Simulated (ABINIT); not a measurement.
Set up this calculation in ABINIT 10.8.3 (patched build), as the native input.

```
Task                : single point
Functional          : PBE0
Potentials or basis : SPMS NC PBE v1.0
Cutoff              : 599 eV
k mesh              : 6 × 6 × 6
Occupations         : fixed
Spin                : no spin polarisation
Most SCF steps      : 60
```

NaCl:

```xyz
2
Lattice="0.0000 2.7941 2.7941 2.7941 0.0000 2.7941 2.7941 2.7941 0.0000" Properties=species:S:1:pos:R:3 pbc="T T T"
Cl    2.7941    2.7941    2.7941
Na    0.0000    0.0000    0.0000
```

The cell is a database's computed one.

One way to write it, as run:

run.abi

```
# Pseudopotentials
pp_dirpath "./"
pseudos "17_Cl_7_1.9_1.9_pbe_n_v1.0.psp8, 11_Na_9_1.8_2.2_pbe_v1.0.psp8"

# Structure
acell 7.4670677708 7.4670677708 7.4670677708
rprim
     0.0000000000     0.7071067812     0.7071067812
     0.7071067812     0.0000000000     0.7071067812
     0.7071067812     0.7071067812     0.0000000000
ntypat 2
znucl 17 11
natom 2
typat 1 2
xred
     0.5000000000     0.5000000000     0.5000000000
     0.0000000000     0.0000000000     0.0000000000

# Plane-wave basis
ecut 22.0

# k points
kptopt 1
ngkpt 6 6 6
nshiftk 1
shiftk 0.0 0.0 0.0

# Exchange and correlation
ixc 41

# Bands and occupations
nband 10
occopt 1

# SCF cycle
nstep 60
diemac 6.0
toldfe 1.0e-7

# Output
iomode 3
prtwf 0
prtden 0
prteig 0
prtebands 0
prtvol 2
```

Potentials or basis: SPMS NC PBE v1.0.

Launch:

```bash
$ mpirun --bind-to none -np 8 abinit run.abi > log 2>&1
```

Results of the run:

```yaml
Pressure: 1.1 GPa
Band_gap_on_the_k_mesh: 7.31 eV, direct
Valence_electrons_inside_the_program's_atomic_spheres: Cl 5.14; Na 7.94
```

Caveat: the potentials were made for another functional, which shifts forces and pressure.

It took 17 min on 8 MPI ranks on Intel(R) Xeon(R) 6975P-C (Granite Rapids), with other jobs on the host, peak memory 0.88 GiB a rank.
